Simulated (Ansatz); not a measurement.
Consider ZnTe in the zinc blende structure (space group F-43m, No. 216; a = 6.179 Å).

Level of theory: Ansatz (a quantum-chemistry and plane-wave program), PBE, PAW, cutoff 420 eV, scalar-relativistic without spin-orbit coupling.

For the base:

| Item | Value |
|---|---|
| Hole mass | 0.078, 0.48, 0.48 mₑ (at Γ) |
| Gap character | direct at Γ |

Modification: cell and atoms relaxed at a pressure of 18 GPa.

Q: Estimate the effect on the hole mass.

A: The hole mass (degenerate bands, along [100]) becomes 0.12, 0.32, 0.32 mₑ (at Γ) (base: 0.078, 0.48, 0.48 mₑ (at Γ)).

Q: What does the calculation give for the gap character after the change?

A: The gap character changes from direct at Γ to indirect, Γ → Γ–X (86 % along).

With Te present, leaving out spin-orbit coupling can change the band edges. Load acts through the strain it causes; cell and atoms are relaxed under it. Masses are band curvatures over ±0.01 Å⁻¹ around the edge. Whether these cells are dynamically stable was not tested. Measured, ZnTe leaves this structure (for cinnabar) near 9.5 GPa (temperature not stated; as listed in Datta, Sujoy, Jana, Debnarayan, arXiv (2020)), on rising pressure, with hysteresis.
